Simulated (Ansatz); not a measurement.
Input and command of a plane-wave DFT calculation in Ansatz:

```yaml
crystal:
  lattice:
    - [0.0, 2.3715330794, 2.3715330794]
    - [2.3715330794, 0.0, 2.3715330794]
    - [2.3715330794, 2.3715330794, 0.0]
  atoms:
    - { symbol: Zr, position: [0.5, 0.5, 0.5] }
    - { symbol: "N", position: [0.0, 0.0, 0.0] }
basis:
  ecutwfc: 420
kpoints:
  mp_grid: { grid: [16, 16, 16] }
hamiltonian:
  xc: pbe
scf:
  occupations: { method: gaussian, width: 0.1 }
output:
  forces: true
  stress: true
  eigenvalues: true
```

```bash
ansatz run input.yaml --threads 1 --pin off --max-ram 2560MiB --backend cpu --events-out ev --progress --plain --runs-dir out
```

Processor: Arm Neoverse V1, 1 thread, on a host shared with other jobs.

Problem. Estimate time, memory and problem size.

Solution. About 2.9 s on 1 thread of Arm Neoverse V1, with other jobs on the host, peak memory 0.33 GiB. It solves 13 bands at 145 k points (the mesh reduced by the symmetry that the task leaves, which can be less than the crystal's) with about 531 plane waves, in 6 SCF iterations.
